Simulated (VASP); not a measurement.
# CuO (F-43m) in VASP: notebook, part 2 of 2

VASP 6.6.1. The steps go on from the part before.

**3. Relaxation of the atoms, r2SCAN (atoms moved at random, drawn with an rms of 0.15 Å)**

File run.py:

```python
from ase.calculators.vasp import Vasp
from ase.io import read
from ase.optimize import LBFGS

atoms = read('POSCAR')
calc = Vasp(
    directory='calc',
    xc='r2scan',
    pp='PBE',
    setups='recommended',
    prec='Accurate',
    encut=520,
    ediff=1e-07,
    ismear=0,
    sigma=0.05,
    lreal=False,
    lasph=True,
    nelm=80,
    algo='Normal',
    isif=2,
    lwave=True,
    lcharg=False,
    lmixtau=True,
    kpts=[7, 7, 7],
    gamma=True,
)
atoms.calc = calc
opt = LBFGS(atoms, trajectory='relax.traj')
converged = opt.run(fmax=0.01, steps=40)
print('converged:', converged)

print('energy (eV):', atoms.get_potential_energy())
print('free energy (eV):', atoms.get_potential_energy(force_consistent=True))
print('forces (eV/A):')
print(atoms.get_forces())
print('stress (eV/A^3, Voigt):', atoms.get_stress())
print('Fermi level (eV):', calc.get_fermi_level())
print('cell (A, degrees):', atoms.cell.cellpar())
print('volume (A^3):', atoms.get_volume())
print('scaled positions:')
print(atoms.get_scaled_positions())
```

File POSCAR:

```
CuO
1.0
    0.0000000000      2.3272527300      2.3272527300
    2.3272527300      0.0000000000      2.3272527300
    2.3272527300      2.3272527300      0.0000000000
Cu O
1 1
Direct
    0.0184030000      0.0290620000     -0.0038960000
    0.2485240000      0.2111150000      0.2679690000
```

Potentials or basis: VASP PAW PBE potentials, release 64 (Cu, O).

Run with:

```bash
$ python run.py
```

The log of the run:

```text
Step     Time          Energy          fmax
LBFGS:    0 --:--:--      -17.650191        0.976978
LBFGS:    1 --:--:--      -17.673920        0.731862
LBFGS:    2 --:--:--      -17.711951        0.301157
LBFGS:    3 --:--:--      -17.718879        0.219706
LBFGS:    4 --:--:--      -17.721785        0.201113
LBFGS:    5 --:--:--      -17.724091        0.201882
LBFGS:    6 --:--:--      -17.729216        0.211551
LBFGS:    7 --:--:--      -17.731313        0.166594
LBFGS:    8 --:--:--      -17.734297        0.060365
LBFGS:    9 --:--:--      -17.734439        0.050992
LBFGS:   10 --:--:--      -17.734569        0.042163
LBFGS:   11 --:--:--      -17.734873        0.010094
LBFGS:   12 --:--:--      -17.734892        0.001461
converged: True
energy (eV): -17.73295572
free energy (eV): -17.73489161
forces (eV/A):
[[ 0.00020452  0.001073   -0.00097063]
 [-0.00020452 -0.001073    0.00097063]]
stress (eV/A^3, Voigt): [ 9.07424538e-02  9.08428601e-02  9.07808055e-02  3.18416143e-05
 -1.32658152e-04  9.67730386e-05]
Fermi level (eV): 2.8074183
cell (A, degrees): [ 3.29123237  3.29123237  3.29123237 60.         60.         60.        ]
volume (A^3): 25.2092915478565
scaled positions:
[[0.00864419 0.99468407 0.00723794]
 [0.25828281 0.24549293 0.25683506]]
```

OUTCAR:

```text
ENCUT = 520.000000
   EDIFF = 1.00e-07
   METAGGA = R2SCAN
   PREC = Accurate
   ISIF = 2
   ISMEAR = 0
   NELM = 80
   LASPH = .TRUE.
   LREAL = .FALSE.

 ion  position               nearest neighbor table
   1  0.009  0.995  0.007-   2 2.01   2 2.02   2 2.02   2 2.02
   2  0.258  0.245  0.257-   1 2.01   1 2.02   1 2.02   1 2.02

  LATTYP: Found a face centered cubic cell.
 ALAT       =     4.6545054600

  Lattice vectors:

 A1 = (   0.0000000000,   2.3272527300,   2.3272527300)
 A2 = (   2.3272527300,   0.0000000000,   2.3272527300)
 A3 = (   2.3272527300,   2.3272527300,   0.0000000000)

Analysis of symmetry for initial positions (statically):
=====================================================================
 Subroutine PRICEL returns:
 Original cell was already a primitive cell.

 Routine SETGRP: Setting up the symmetry group for a
 face centered cubic supercell.

 Subroutine GETGRP returns: Found  1 space group operations
 (whereof  1 operations were pure point group operations)
 out of a pool of 48 trial point group operations.

The static configuration has the point symmetry C_1 .

Analysis of symmetry for dynamics (positions and initial velocities):
=====================================================================
 Subroutine PRICEL returns:
 Original cell was already a primitive cell.

 Routine SETGRP: Setting up the symmetry group for a
 face centered cubic supercell.

 Subroutine GETGRP returns: Found  1 space group operations
 (whereof  1 operations were pure point group operations)
 out of a pool of 48 trial point group operations.

The dynamic configuration has the point symmetry C_1 .

 Subroutine INISYM returns: Found  1 space group operations
 (whereof  1 operations are pure point group operations),
 and found     1 'primitive' translations

----------------------------------------------------------------------------------------

                                     Primitive cell

  volume of cell :      25.2093

  direct lattice vectors                    reciprocal lattice vectors
     0.000000000  2.327252730  2.327252730    -0.214845596  0.214845596  0.214845596
     2.327252730  0.000000000  2.327252730     0.214845596 -0.214845596  0.214845596
     2.327252730  2.327252730  0.000000000     0.214845596  0.214845596 -0.214845596

  length of vectors
     3.291232374  3.291232374  3.291232374     0.372123488  0.372123488  0.372123488

  position of ions in fractional coordinates (direct lattice)
     0.008644185  0.994684073  0.007237943
[... 88 lines left out ...]
   PSTRESS=    0.0 pullay stress
   NELECT =      17.0000    total number of electrons
   NUPDOWN=      -1.0000    fix difference up-down
   EMIN   =  10.00;   EMAX   =-10.00  energy-range for DOS
   EFERMI =   0.00;   METHOD = LEGACY
   ISMEAR =     0;   SIGMA  =   0.05  broadening in eV -4-tet -1-fermi 0-gaus
   EFERMI_NEDOS =   21; number of points for ismear=-14 and -15
   IALGO  =     38    algorithm
   IMIX   =      4    mixing-type and parameters
     AMIX     =   0.40;   BMIX     =  1.00
     AMIX_MAG =   1.60;   BMIX_MAG =  1.00
  volume/ion in A,a.u.               =      12.60        85.06
  Fermi-wavevector in a.u.,A,eV,Ry     =   1.435614  2.712916 28.041426  2.060987
  Thomas-Fermi vector in A             =   2.554893
   LORBIT       =      0    0 simple, 1 ext, 2 COOP (PROOUT), +10 PAW based schemes
   METAGGA = R2SCAN    functional components
   LHFCALC =     F    Hartree Fock is set to
   AEXX    =    0.0000 exact exchange contribution
   IVDW    =     0    specifies the selected vdW correction
   LEPSILON=     F    determine dielectric tensor
   LRPA    =     F    only Hartree local field effects (RPA)
 non-spin polarized calculation
 Gauss-broadening in eV      SIGMA  =   0.05
  energy-cutoff  :      520.00
  volume of cell :       25.21
 maximum number of plane-waves:       688
   NGX = 13   NGY = 13   NGZ = 13

 number of electron      17.0000011 magnetization

 Free energy of the ion-electron system (eV)
  ---------------------------------------------------
  ext. energy  EPLUGINS =         0.00000000
  ---------------------------------------------------
  free energy    TOTEN  =       -17.73489161 eV

  energy without entropy =      -17.73101983  energy(sigma->0) =      -17.73295572

 E-fermi :   2.8074     XC(G=0): -11.2290

 val. band max:        2.7913333804   @ k =   0.1429  -0.1429  -0.2857
 cond. band min:       2.8152289289   @ k =   0.0000   0.0000   0.1429
 fundamental gap:      0.0238955485
 Fermi energy:         2.8074183047

 k-point     1 :       0.0000    0.0000    0.0000
  band No.  band energies     occupation
      1     -16.5599      2.00000
      2      -1.7259      2.00000
      3      -1.7181      2.00000
      4      -1.7157      2.00000
      5       0.8572      2.00000
      6       0.8573      2.00000
      7       3.5181      0.00000
      8       3.5195      0.00000
      9       3.5233      0.00000
     10       4.0284      0.00000
     11      17.3939      0.00000
     12      17.3958      0.00000
[... 331 lines left out ...]
 k-point    24 :       0.2857    0.2857    0.1429
  band No.  band energies     occupation
      1     -16.2635      2.00000
      2      -2.3791      2.00000
      3      -1.5574      2.00000
      4      -1.5268      2.00000
      5       0.7505      2.00000
      6       0.9278      2.00000
      7       2.2188      2.00000
      8       2.8968      0.01148
      9       2.9902      0.00000
     10       6.7863      0.00000
     11      14.2048      0.00000
     12      16.4252      0.00000

 [... further k-points ...]

------------------------ aborting loop because EDIFF is reached ----------------------------------------

  FORCE on cell =-STRESS in cart. coord.  units (eV):
  Direction    XX          YY          ZZ          XY          YZ          ZX
  --------------------------------------------------------------------------------------
  -------------------------------------------------------------------------------------
  Total       -2.2875520     -2.2900831     -2.2885188     -0.0024396     -0.0008028      0.0033442
  in kB     -145.3854381   -145.5463065   -145.4468842     -0.1550462     -0.0510188      0.2125418
  external PRESSURE =    -145.4595429 kB  Pullay stress =       0.0000000 kB

 VOLUME and BASIS-vectors are now :
 -----------------------------------------------------------------------------
  energy-cutoff  :      520.00
  volume of cell :       25.21
      direct lattice vectors                 reciprocal lattice vectors
     0.000000000  2.327252730  2.327252730    -0.214845596  0.214845596  0.214845596
     2.327252730  0.000000000  2.327252730     0.214845596 -0.214845596  0.214845596
     2.327252730  2.327252730  0.000000000     0.214845596  0.214845596 -0.214845596

 POSITION                                       TOTAL-FORCE (eV/Angst)
 -----------------------------------------------------------------------------------
      2.33173      0.03696      2.33500         0.000205      0.001073     -0.000971
      1.16904      1.19881      1.17241        -0.000205     -0.001073      0.000971
 -----------------------------------------------------------------------------------
    total drift:                               -0.011267      0.012496     -0.011467

  FREE ENERGIE OF THE ION-ELECTRON SYSTEM (eV)
  ---------------------------------------------------
  free  energy   TOTEN  =       -17.7348916077 eV

  energy  without entropy=      -17.7310198309  energy(sigma->0) =      -17.73295572
```

INCAR:

```text
ENCUT = 520.000000
SIGMA = 0.050000
EDIFF = 1.00e-07
ALGO = Normal
METAGGA = R2SCAN
PREC = Accurate
ISIF = 2
ISMEAR = 0
NELM = 80
LASPH = .TRUE.
LCHARG = .FALSE.
LWAVE = .TRUE.
LMIXTAU = .TRUE.
LREAL = .FALSE.
```

It took 13 min on 1 thread of Intel Xeon Platinum 8488C (Sapphire Rapids), shared host; peak memory 0.18 GiB.

What came out:

```
Free energy               : -17.7349 eV
Energy gained by relaxing : 42.6 meV/atom
Ionic steps               : 13
Pressure after relaxing   : -14.5 GPa
Band gap on the k mesh    : none (metal or under the smearing width)
```

Step by step:
```
step  energy change (eV)  largest force (eV/Å)  pressure (GPa)
   1              0.0000                0.9770          -11.45
   2             -0.0237                0.7319          -12.19
   3             -0.0621                0.3012          -13.61
   4             -0.0691                0.2197          -13.89
   5             -0.0719                0.2011          -14.05
   6             -0.0740                0.2019          -14.16
   7             -0.0795                0.2116          -14.42
   8             -0.0817                0.1666          -14.48
   9             -0.0847                0.0604          -14.55
  10             -0.0848                0.0510          -14.55
  11             -0.0849                0.0422          -14.57
  12             -0.0852                0.0101          -14.56
  13             -0.0852                0.0015          -14.55
```

Final structure:
```
Cu O
1.0
     0.00000    2.32725    2.32725
     2.32725    0.00000    2.32725
     2.32725    2.32725    0.00000
Cu O
1 1
Direct
  0.00864 0.99468 0.00724
  0.25828 0.24549 0.25683
```

Caveat: the PAW data sets were made with another functional, which shifts forces and pressure a little; an odd number of electrons without spin polarisation forces a metal; a magnetic or distorted state may lie lower; the run has no spin polarisation, though such a crystal can be magnetic; semilocal functionals often make such compounds metallic where correlation or magnetic order opens a gap, which also shifts bond lengths.

**4. Single point, r2SCAN**

File INCAR:

```
SYSTEM = CuO
  PREC = Accurate
  ENCUT = 520
  EDIFF = 1E-6
  ISMEAR = -1
  SIGMA = 0.05
  LREAL = .False.
  LASPH = .True.
  NELM = 60
  ALGO = Normal
  ISIF = 2
  LWAVE = .False.
  LCHARG = .False.
  METAGGA = R2SCAN
  LMIXTAU = .True.
```

File KPOINTS:

```
Automatic mesh
0
Gamma
  10 10 10
  0 0 0
```

File POSCAR:

```
CuO
1.0
    0.0000000000      2.3272527300      2.3272527300
    2.3272527300      0.0000000000      2.3272527300
    2.3272527300      2.3272527300      0.0000000000
Cu O
1 1
Direct
    0.0000000000      0.0000000000      0.0000000000
    0.2500000000      0.2500000000      0.2500000000
```

Potentials or basis: VASP PAW PBE potentials, release 64 (Cu, O).

Run with:

```bash
$ cat potpaw_PBE.64/Cu/POTCAR potpaw_PBE.64/O/POTCAR > POTCAR
$ mpirun -np 1 vasp_std > vasp.out
```

OUTCAR:

```text
SYSTEM = CuO
   PREC = Accurate
   ENCUT = 520
   EDIFF = 1E-6
   ISMEAR = -1
   LREAL = .False.
   LASPH = .True.
   NELM = 60
   ISIF = 2
   METAGGA = R2SCAN

 ion  position               nearest neighbor table
   1  0.000  0.000  0.000-   2 2.02   2 2.02   2 2.02   2 2.02
   2  0.250  0.250  0.250-   1 2.02   1 2.02   1 2.02   1 2.02

  LATTYP: Found a face centered cubic cell.
 ALAT       =     4.6545054600

  Lattice vectors:

 A1 = (   0.0000000000,   2.3272527300,   2.3272527300)
 A2 = (   2.3272527300,   0.0000000000,   2.3272527300)
 A3 = (   2.3272527300,   2.3272527300,   0.0000000000)

Analysis of symmetry for initial positions (statically):
=====================================================================
 Subroutine PRICEL returns:
 Original cell was already a primitive cell.

 Routine SETGRP: Setting up the symmetry group for a
 face centered cubic supercell.

 Subroutine GETGRP returns: Found 24 space group operations
 (whereof 24 operations were pure point group operations)
 out of a pool of 48 trial point group operations.

The static configuration has the point symmetry T_d .
[... 172 lines left out ...]
      3      -1.7211      2.00000
      4      -1.7211      2.00000
      5       0.8602      2.00000
      6       0.8602      2.00000
      7       3.5181      0.00000
      8       3.5181      0.00000
      9       3.5181      0.00000
     10       4.0273      0.00000
     11      17.3944      0.00000
     12      17.3946      0.00000
[... 331 lines left out ...]
 k-point    24 :       0.4000    0.3000    0.0000
  band No.  band energies     occupation
      1     -16.0270      2.00000
      2      -2.6639      2.00000
      3      -1.3174      2.00000
      4      -1.2742      2.00000
      5       0.6805      2.00000
      6       1.0090      2.00000
      7       1.7564      2.00000
      8       2.2091      1.99998
      9       2.2469      1.99995
     10       8.3801      0.00000
     11      13.2800      0.00000
     12      14.8764      0.00000

 [... further k-points ...]

------------------------ aborting loop because EDIFF is reached ----------------------------------------

  FORCE on cell =-STRESS in cart. coord.  units (eV):
  Direction    XX          YY          ZZ          XY          YZ          ZX
  --------------------------------------------------------------------------------------
  -------------------------------------------------------------------------------------
  Total       -2.2779653     -2.2779653     -2.2779653     -0.0000000     -0.0000000      0.0000000
  in kB     -144.7761598   -144.7761598   -144.7761598     -0.0000000     -0.0000000      0.0000000
  external PRESSURE =    -144.7761598 kB  Pullay stress =       0.0000000 kB

 VOLUME and BASIS-vectors are now :
 -----------------------------------------------------------------------------
  energy-cutoff  :      520.00
  volume of cell :       25.21
      direct lattice vectors                 reciprocal lattice vectors
     0.000000000  2.327252730  2.327252730    -0.214845596  0.214845596  0.214845596
     2.327252730  0.000000000  2.327252730     0.214845596 -0.214845596  0.214845596
     2.327252730  2.327252730  0.000000000     0.214845596  0.214845596 -0.214845596

 POSITION                                       TOTAL-FORCE (eV/Angst)
 -----------------------------------------------------------------------------------
      0.00000      0.00000      0.00000         0.000000      0.000000      0.000000
      1.16363      1.16363      1.16363        -0.000000     -0.000000     -0.000000
 -----------------------------------------------------------------------------------
    total drift:                                0.000066      0.000066      0.000065

  FREE ENERGIE OF THE ION-ELECTRON SYSTEM (eV)
  ---------------------------------------------------
  free  energy   TOTEN  =       -17.7430413194 eV

  energy  without entropy=      -17.7196689510  energy(sigma->0) =      -17.73135514
```

OSZICAR:

```text
N       E                     dE             d eps       ncg     rms          rms(c)
DAV:   1     0.105824468922E+03    0.10582E+03   -0.86602E+03  1156   0.202E+03
DAV:   2    -0.131585168637E+02   -0.11898E+03   -0.10878E+03  1152   0.341E+02
DAV:   3    -0.245628471277E+02   -0.11404E+02   -0.10843E+02  1396   0.120E+02
DAV:   4    -0.248060737901E+02   -0.24323E+00   -0.24195E+00  1240   0.177E+01
DAV:   5    -0.248108857747E+02   -0.48120E-02   -0.48115E-02  1396   0.246E+00    0.117E+01
DAV:   6    -0.197649163058E+02    0.50460E+01   -0.34863E+01  1144   0.178E+02    0.104E+01
DAV:   7    -0.176171387838E+02    0.21478E+01   -0.91822E+00  1316   0.124E+02    0.145E+00
DAV:   8    -0.177619654969E+02   -0.14483E+00   -0.55429E-01  1440   0.115E+01    0.892E-01
DAV:   9    -0.177322132137E+02    0.29752E-01   -0.11913E-01  1576   0.105E+01    0.558E-01
DAV:  10    -0.177424056791E+02   -0.10192E-01   -0.55705E-02  1380   0.509E+00    0.120E-01
DAV:  11    -0.177428174842E+02   -0.41181E-03   -0.15319E-03  1488   0.768E-01    0.353E-02
DAV:  12    -0.177416850174E+02    0.11325E-02   -0.10974E-03  1192   0.496E-01    0.672E-02
DAV:  13    -0.177430269876E+02   -0.13420E-02   -0.74525E-04  1152   0.328E-01    0.138E-02
DAV:  14    -0.177430280519E+02   -0.10643E-05   -0.51993E-05  1512   0.891E-02    0.490E-03
DAV:  15    -0.177430369754E+02   -0.89235E-05   -0.15090E-06   800   0.172E-02    0.277E-03
DAV:  16    -0.177430410549E+02   -0.40794E-05   -0.67193E-07   668   0.120E-02    0.868E-04
DAV:  17    -0.177430413194E+02   -0.26451E-06   -0.46982E-07   608   0.137E-02
   1 F= -.17743041E+02 E0= -.17731355E+02  d E =-.233724E-01
```

Wall time 28 s (1 thread of Intel Xeon Platinum 8488C (Sapphire Rapids), shared host); peak memory 0.15 GiB.

Results:

* Free energy: -17.7430 eV
* Pressure: -14.5 GPa
* Band gap on the k mesh: none (metal or under the smearing width)

Caveat: the PAW data sets were made with another functional, which shifts forces and pressure a little; an odd number of electrons without spin polarisation forces a metal; a magnetic or distorted state may lie lower; the run has no spin polarisation, though such a crystal can be magnetic; semilocal functionals often make such compounds metallic where correlation or magnetic order opens a gap, which also shifts bond lengths.

**5. Overview**

```tsv
task	level	cell	k mesh	cutoff (eV)	smearing	optimiser	gap on the mesh (eV)	pressure (GPa)
relaxation of cell and atoms	r2SCAN+rVV10	relaxed	10 × 10 × 10	600	gaussian 0.05 eV	-	none	-0.1
relaxation of the atoms	r2SCAN	atoms relaxed from: atoms moved at random, drawn with an rms of 0.15 Å	7 × 7 × 7	520	gaussian 0.05 eV	LBFGS	none	-14.5
single point	r2SCAN	as given	10 × 10 × 10	520	fermi-dirac 0.05 eV	-	none	-14.5
```

Alike in all rows: potentials or basis VASP PAW PBE potentials, release 64 (Cu, O); no spin polarisation.

Caveats: the PAW data sets were made with another functional, which shifts forces and pressure a little; an odd number of electrons without spin polarisation forces a metal; a magnetic or distorted state may lie lower; the run has no spin polarisation, though such a crystal can be magnetic; semilocal functionals often make such compounds metallic where correlation or magnetic order opens a gap, which also shifts bond lengths.

Total energies depend on the potentials used, so only differences within one code and one set of settings carry meaning.
